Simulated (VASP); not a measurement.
# KI (Fm-3m) in VASP: notebook

Aim: see how the results for KI move with the level of theory and the settings. Levels: PBE, LDA. Tasks: relaxation of cell and atoms.

All numbers are computed with VASP 6.6.1; they aren't measurements. Logs are shortened: lines on timing, memory, paths and dates and some standing lists are left out, and cuts for length are marked.

## 1. Starting point

The structure is cubic, space group Fm-3m (No. 225). Conventional cell: a = 7.066 Å, b = 7.066 Å, c = 7.066 Å, α = 90.00°, β = 90.00°, γ = 90.00°. K (site symmetry m-3m) is surrounded by 6 I at 3.53 Å. I (site symmetry m-3m) has 6 K at 3.53 Å as nearest neighbours.

## 2. Relaxation of cell and atoms, PBE

Contents of INCAR:

```
PREC = Accurate
ENCUT = 600
EDIFF = 1E-6
ISMEAR = 0
SIGMA = 0.03
LREAL = False
LASPH = True
NELM = 80
ALGO = Normal
ISIF = 3
LWAVE = False
LCHARG = False
GGA = PE
IBRION = 2
NSW = 90
EDIFFG = -0.01
```

Contents of KPOINTS:

```
regular mesh
0
Gamma
  8 8 8
```

Contents of POSCAR:

```
KI
1.0
    0.0000000000      3.5327750000      3.5327750000
    3.5327750000      0.0000000000      3.5327750000
    3.5327750000      3.5327750000      0.0000000000
K I
1 1
Direct
    0.0000000000      0.0000000000      0.0000000000
    0.5000000000      0.5000000000      0.5000000000
```

Potentials or basis: VASP PAW PBE potentials, release 64 (K_sv, I).

On the command line:

```console
> cat potpaw_PBE.64/K_sv/POTCAR potpaw_PBE.64/I/POTCAR > POTCAR
> mpirun -np 1 vasp_std > vasp.out
```

OUTCAR:

```text
PREC = Accurate
   ENCUT = 600
   EDIFF = 1E-6
   ISMEAR = 0
   LREAL = False
   LASPH = True
   NELM = 80
   ISIF = 3
   GGA = PE
   IBRION = 2
   NSW = 90
   EDIFFG = -0.01

 ion  position               nearest neighbor table
   1  0.000  0.000  0.000-   2 3.53   2 3.53   2 3.53   2 3.53   2 3.53   2 3.53
   2  0.500  0.500  0.500-   1 3.53   1 3.53   1 3.53   1 3.53   1 3.53   1 3.53

  LATTYP: Found a face centered cubic cell.
 ALAT       =     7.0655500000

  Lattice vectors:

 A1 = (   0.0000000000,   3.5327750000,   3.5327750000)
 A2 = (   3.5327750000,   0.0000000000,   3.5327750000)
 A3 = (   3.5327750000,   3.5327750000,   0.0000000000)

Analysis of symmetry for initial positions (statically):
=====================================================================
 Subroutine PRICEL returns:
 Original cell was already a primitive cell.

 Routine SETGRP: Setting up the symmetry group for a
 face centered cubic supercell.

 Subroutine GETGRP returns: Found 48 space group operations
 (whereof 48 operations were pure point group operations)
 out of a pool of 48 trial point group operations.

The static configuration has the point symmetry O_h .

Analysis of symmetry for dynamics (positions and initial velocities):
=====================================================================
 Subroutine PRICEL returns:
 Original cell was already a primitive cell.

 Routine SETGRP: Setting up the symmetry group for a
 face centered cubic supercell.

 Subroutine GETGRP returns: Found 48 space group operations
 (whereof 48 operations were pure point group operations)
 out of a pool of 48 trial point group operations.

The dynamic configuration has the point symmetry O_h .

 Subroutine INISYM returns: Found 48 space group operations
 (whereof 48 operations are pure point group operations),
 and found     1 'primitive' translations

----------------------------------------------------------------------------------------

                                     Primitive cell

  volume of cell :      88.1816

  direct lattice vectors                    reciprocal lattice vectors
     0.000000000  3.532775000  3.532775000    -0.141531799  0.141531799  0.141531799
     3.532775000  0.000000000  3.532775000     0.141531799 -0.141531799  0.141531799
     3.532775000  3.532775000  0.000000000     0.141531799  0.141531799 -0.141531799

  length of vectors
     4.996098318  4.996098318  4.996098318     0.245140266  0.245140266  0.245140266

  position of ions in fractional coordinates (direct lattice)
     0.000000000  0.000000000  0.000000000
     0.500000000  0.500000000  0.500000000

  ion indices of the primitive-cell ions
   primitive index   ion index
                 1           1
                 2           2

----------------------------------------------------------------------------------------

 KPOINTS: regular mesh

Automatic generation of k-mesh.
 Grid dimensions read from file:
 generate k-points for:    8    8    8

 Generating k-lattice:

  Cartesian coordinates                     Fractional coordinates (reciprocal lattice)
    -0.017691475  0.017691475  0.017691475     0.125000000  0.000000000  0.000000000
     0.017691475 -0.017691475  0.017691475     0.000000000  0.125000000  0.000000000
     0.017691475  0.017691475 -0.017691475     0.000000000  0.000000000  0.125000000

  Length of vectors
     0.030642533  0.030642533  0.030642533

  Shift w.r.t. Gamma in fractional coordinates (k-lattice)
     0.000000000  0.000000000  0.000000000

 Subroutine IBZKPT returns following result:
 ===========================================

 Found     29 irreducible k-points:

 Following reciprocal coordinates:
            Coordinates               Weight
  0.000000  0.000000  0.000000      1.000000
  0.125000  0.000000  0.000000      8.000000
  0.250000  0.000000  0.000000      8.000000
  0.375000  0.000000  0.000000      8.000000
  0.500000  0.000000  0.000000      4.000000
  0.125000  0.125000  0.000000      6.000000
[... 16 lines left out ...]
  0.500000  0.250000  0.125000     48.000000
 -0.375000  0.250000  0.125000     24.000000
 [... further k-points ...]
   k-points           NKPTS =     29   k-points in BZ     NKDIM =     29   number of bands    NBANDS=     12
   number of dos      NEDOS =    301   number of ions     NIONS =      2
   total plane-waves  NPLWV =  64000
   dimension x,y,z NGX =    40 NGY =   40 NGZ =   40
   dimension x,y,z NGXF=    80 NGYF=   80 NGZF=   80
   ions per type =               1   1
   NGX,Y,Z   is equivalent  to a cutoff of  13.31, 13.31, 13.31 a.u.
   NGXF,Y,Z  is equivalent  to a cutoff of  26.62, 26.62, 26.62 a.u.
 SYSTEM =  unknown system
   PREC   = accura    normal or accurate (medium, high low for compatibility)
   ISTART =      0    job   : 0-new  1-cont  2-samecut
   ICHARG =      2    charge: 1-file 2-atom 10-const
   ISPIN  =      1    spin polarized calculation?
   LNONCOLLINEAR =      F non collinear calculations
   LSORBIT =      F    spin-orbit coupling
   LASPH  =      T    aspherical Exc in radial PAW
   ENCUT  =  600.0 eV  44.10 Ry    6.64 a.u.   9.98  9.98  9.98*2*pi/ulx,y,z
   NELM   =     80;   NELMIN=  2; NELMDL= -5     # of ELM steps
   EDIFF  = 0.1E-05   stopping-criterion for ELM
   LREAL  =      F    real-space projection
   EDIFFG = -.1E-01   stopping-criterion for IOM
   NSW    =     90    number of steps for IOM
   IBRION =      2    ionic relax: 0-MD 1-quasi-New 2-CG
   NFREE  =      1    steps in history (QN), initial steepest desc. (CG)
   ISIF   =      3    stress and relaxation
   ISYM   =      2    0-nonsym 1-usesym 2-fastsym
   POTIM  = 0.5000    time-step for ionic-motion
   TEBEG  =    0.0;   TEEND  =   0.0 temperature during run
   PSTRESS=    0.0 pullay stress
   NELECT =      16.0000    total number of electrons
   NUPDOWN=      -1.0000    fix difference up-down
   EMIN   =  10.00;   EMAX   =-10.00  energy-range for DOS
   EFERMI =   0.00;   METHOD = LEGACY
   ISMEAR =     0;   SIGMA  =   0.03  broadening in eV -4-tet -1-fermi 0-gaus
   EFERMI_NEDOS =   21; number of points for ismear=-14 and -15
   IALGO  =     38    algorithm
   IMIX   =      4    mixing-type and parameters
     AMIX     =   0.40;   BMIX     =  1.00
     AMIX_MAG =   1.60;   BMIX_MAG =  1.00
  volume/ion in A,a.u.               =      44.09       297.54
  Fermi-wavevector in a.u.,A,eV,Ry     =   0.926806  1.751409 11.686988  0.858969
  Thomas-Fermi vector in A             =   2.052808
   LORBIT       =      0    0 simple, 1 ext, 2 COOP (PROOUT), +10 PAW based schemes
   GGA     = PE    functional components
   LHFCALC =     F    Hartree Fock is set to
   AEXX    =    0.0000 exact exchange contribution
   IVDW    =     0    specifies the selected vdW correction
   LEPSILON=     F    determine dielectric tensor
   LRPA    =     F    only Hartree local field effects (RPA)
 conjugate gradient relaxation of ions
 non-spin polarized calculation
 Gauss-broadening in eV      SIGMA  =   0.03
  energy-cutoff  :      600.00
  volume of cell :       88.18
 maximum number of plane-waves:      2964
   NGX = 19   NGY = 19   NGZ = 19

--------------------------------------- Ionic step        1  -------------------------------------------

 number of electron      15.9999999 magnetization

 Free energy of the ion-electron system (eV)
  ---------------------------------------------------
  ext. energy  EPLUGINS =         0.00000000
  ---------------------------------------------------
  free energy    TOTEN  =        -5.55656136 eV

  energy without entropy =       -5.55656136  energy(sigma->0) =       -5.55656136

------------------------ aborting loop because EDIFF is reached ----------------------------------------

  FORCE on cell =-STRESS in cart. coord.  units (eV):
  Direction    XX          YY          ZZ          XY          YZ          ZX
  --------------------------------------------------------------------------------------
  -------------------------------------------------------------------------------------
  Total        0.3414645      0.3414645      0.3414645      0.0000000      0.0000000      0.0000000
  in kB        6.2040918      6.2040918      6.2040918      0.0000000      0.0000000      0.0000000
  external PRESSURE =       6.2040918 kB  Pullay stress =       0.0000000 kB
[... 93 lines left out ...]
  energy  without entropy=       -5.5650673692  energy(sigma->0) =       -5.56506737

--------------------------------------- Ionic step        4  -------------------------------------------

 number of electron      16.0000001 magnetization

 Free energy of the ion-electron system (eV)
  ---------------------------------------------------
  ext. energy  EPLUGINS =         0.00000000
  ---------------------------------------------------
  free energy    TOTEN  =        -5.56514228 eV

  energy without entropy =       -5.56514228  energy(sigma->0) =       -5.56514228

 E-fermi :  -0.4686     XC(G=0):  -6.9766

 val. band max:       -0.6745295605   @ k =   0.0000   0.0000   0.0000
 cond. band min:       3.1719314317   @ k =   0.0000   0.0000   0.0000
 fundamental gap:      3.8464609922
 Fermi energy:        -0.4685639273

 k-point     1 :       0.0000    0.0000    0.0000
  band No.  band energies     occupation
      1     -29.2721      2.00000
      2     -12.7537      2.00000
      3     -12.7537      2.00000
      4     -12.7537      2.00000
      5     -11.1028      2.00000
      6      -0.6745      2.00000
      7      -0.6745      2.00000
      8      -0.6745      2.00000
      9       3.1719      0.00000
     10       5.8377      0.00000
     11       5.8377      0.00000
     12       5.8377      0.00000
[... 331 lines left out ...]
 k-point    24 :      -0.3750    0.2500    0.1250
  band No.  band energies     occupation
      1     -29.2703      2.00000
      2     -12.8325      2.00000
      3     -12.7673      2.00000
      4     -12.7606      2.00000
      5     -10.9113      2.00000
      6      -1.6848      2.00000
      7      -1.1669      2.00000
      8      -1.0201      2.00000
      9       5.3030      0.00000
     10       6.1283      0.00000
     11       6.5109      0.00000
     12       7.4871      0.00000

 [... further k-points ...]

------------------------ aborting loop because EDIFF is reached ----------------------------------------

  FORCE on cell =-STRESS in cart. coord.  units (eV):
  Direction    XX          YY          ZZ          XY          YZ          ZX
  --------------------------------------------------------------------------------------
  -------------------------------------------------------------------------------------
  Total        0.0003200      0.0003200      0.0003200      0.0000000     -0.0000000      0.0000000
  in kB        0.0055202      0.0055202      0.0055202      0.0000000     -0.0000000      0.0000000
  external PRESSURE =       0.0055202 kB  Pullay stress =       0.0000000 kB
[... 17 lines left out ...]
  FREE ENERGIE OF THE ION-ELECTRON SYSTEM (eV)
  ---------------------------------------------------
  free  energy   TOTEN  =        -5.5651422817 eV

  energy  without entropy=       -5.5651422817  energy(sigma->0) =       -5.56514228

 reached required accuracy - stopping structural energy minimisation
```

Run time: 58 s. Hardware: 1 thread of Intel Xeon 6975P-C (Granite Rapids), shared host; peak memory 0.27 GiB.

Results:

- Free energy: -5.5651 eV
- Relaxed volume: 46.44 Å³/atom
- Relaxed cell: a = 5.083 Å, b = 5.083 Å, c = 5.083 Å, α = 60.00°, β = 60.00°, γ = 60.00°
- Space group after relaxing (to 0.05 Å): Fm-3m (No. 225)
- Energy gained by relaxing: 4.3 meV/atom
- Ionic steps: 4
- Pressure after relaxing: 0.0 GPa
- Band gap on the k mesh: 3.85 eV, direct

The path:
| step | energy change (eV) | largest force (eV/Å) | pressure (GPa) | volume (Å³) |
| --- | --- | --- | --- | --- |
| 1 | 0.0000 | 0.0000 | 0.62 | 88.18 |
| 2 | -0.0063 | 0.0000 | 0.31 | 90.38 |
| 3 | -0.0085 | 0.0000 | -0.05 | 93.30 |
| 4 | -0.0086 | 0.0000 | 0.00 | 92.88 |

Final structure:
```xyz
2
Lattice="0.0000 3.5944 3.5944 3.5944 0.0000 3.5944 3.5944 3.5944 0.0000" Properties=species:S:1:pos:R:3 pbc="T T T"
K     0.0000    0.0000    0.0000
I     3.5944    3.5944    3.5944
```

Caveat: spin-orbit coupling is left out, which moves the levels of the heavy elements. A k mesh can miss the band edges.

## 3. Relaxation of cell and atoms, PBE

This run uses another cell than the first one, of 46.44 Å³/atom, 1.053 times its volume.

Changes to INCAR since step 2:

```diff
@@ -2,3 +2,3 @@
 ENCUT = 600
-EDIFF = 1E-6
+EDIFF = 1E-7
 ISMEAR = 0
@@ -15,2 +15,2 @@
 NSW = 90
-EDIFFG = -0.01
+EDIFFG = -0.005
```

KPOINTS is that of step 2.

Contents of POSCAR:

```
KI                                      
1.0
    0.0000000000      3.5943860769      3.5943860769
    3.5943860769     -0.0000000000      3.5943860769
    3.5943860769      3.5943860769     -0.0000000000
  K               I             
     1     1
Direct
     0.0000000000000000    0.0000000000000000    0.0000000000000000
     0.5000000000000000    0.5000000000000000    0.5000000000000000
```

Potentials or basis: VASP PAW PBE potentials, release 64 (K_sv, I).

On the command line:

```console
> cat potpaw_PBE.64/K_sv/POTCAR potpaw_PBE.64/I/POTCAR > POTCAR
> mpirun -np 1 vasp_std > vasp.out
```

Run time: 40 s. Hardware: 1 thread of Intel Xeon 6975P-C (Granite Rapids), shared host; peak memory 0.26 GiB.

It converged, with:

```yaml
Free_energy: -5.5653 eV
Pressure_after_relaxing: 0.0 GPa
Band_gap_on_the_k_mesh: 3.85 eV, direct
```

Final structure:
```xyz
2
Lattice="0.0000 3.5944 3.5944 3.5944 0.0000 3.5944 3.5944 3.5944 0.0000" Properties=species:S:1:pos:R:3 pbc="T T T"
K     0.0000    0.0000    0.0000
I     3.5944    3.5944    3.5944
```

Levels at points of the mesh, in eV from the valence-band top:
```
           k point  band 4  band 5  band 6  band 7  band 8  band 9  band 10  band 11  band 12
(0.00, 0.00, 0.00)  -12.08  -10.43    0.00    0.00    0.00    3.85     6.51     6.51     6.51
(0.50, 0.00, 0.00)  -12.08  -10.21   -1.21   -0.30   -0.30    5.47     7.55     8.04     8.04
(0.50, 0.50, 0.00)  -12.09  -10.31   -0.92   -0.34   -0.34    5.01     5.65     8.04     8.55
```

Caveat: the relaxation stopped at its first step, so nothing moved; spin-orbit coupling is left out, which moves the levels of the heavy elements.

## 4. Relaxation of cell and atoms, LDA

Contents of INCAR:

```
PREC = Accurate
ENCUT = 600
EDIFF = 1E-6
ISMEAR = 0
SIGMA = 0.03
LREAL = F
LASPH = T
NELM = 80
ALGO = Normal
ISIF = 3
LWAVE = F
LCHARG = F
GGA = CA
IBRION = 2
NSW = 90
EDIFFG = -0.01
```

KPOINTS is that of step 3.

Contents of POSCAR:

```
KI
1.0
    0.0000000000      3.5327750000      3.5327750000
    3.5327750000      0.0000000000      3.5327750000
    3.5327750000      3.5327750000      0.0000000000
K I
1 1
Direct
    0.0000000000      0.0000000000      0.0000000000
    0.5000000000      0.5000000000      0.5000000000
```

Potentials or basis: VASP PAW LDA potentials, release 64 (K_sv, I).

On the command line:

```console
> cat potpaw_LDA.64/K_sv/POTCAR potpaw_LDA.64/I/POTCAR > POTCAR
> mpirun -np 1 vasp_std > vasp.out
```

Wall time 83 s (1 thread of Intel Xeon Platinum 8488C (Sapphire Rapids), shared host); peak memory 0.21 GiB.

Results (log left out):

```yaml
Free_energy: -6.1665 eV
Relaxed_volume: 39.78 Å³/atom
Relaxed_cell: a = 4.827 Å, b = 4.827 Å, c = 4.827 Å, α = 60.00°, β = 60.00°, γ = 60.00°
Space_group_after_relaxing_to_0.05_Å: Fm-3m (No. 225)
Energy_gained_by_relaxing: 18.9 meV/atom
Ionic_steps: 4
Pressure_after_relaxing: 0.0 GPa
Band_gap_on_the_k_mesh: 3.87 eV, direct
```

The path:
```tsv
step	energy change (eV)	largest force (eV/Å)	pressure (GPa)	volume (Å³)
1	0.0000	0.0000	-1.27	88.18
2	-0.0278	0.0000	-0.73	83.79
3	-0.0377	0.0000	-0.06	79.90
4	-0.0378	0.0000	0.01	79.55
```

Final structure:
```xyz
2
Lattice="0.0000 3.4135 3.4135 3.4135 0.0000 3.4135 3.4135 3.4135 0.0000" Properties=species:S:1:pos:R:3 pbc="T T T"
K     0.0000    3.4135    3.4135
I     3.4135    3.4135    3.4135
```

Levels at points of the mesh, in eV from the valence-band top:
```
           k point  band 4  band 5  band 6  band 7  band 8  band 9  band 10  band 11  band 12
(0.00, 0.00, 0.00)  -11.73  -10.74    0.00    0.00    0.00    3.87     6.22     6.22     6.22
(0.50, 0.00, 0.00)  -11.73  -10.26   -1.65   -0.45   -0.45    5.36     7.71     8.18     8.18
(0.50, 0.50, 0.00)  -11.76  -10.55   -1.21   -0.44   -0.44    4.49     5.72     8.04     8.84
```

Caveat: spin-orbit coupling is left out, which moves the levels of the heavy elements.
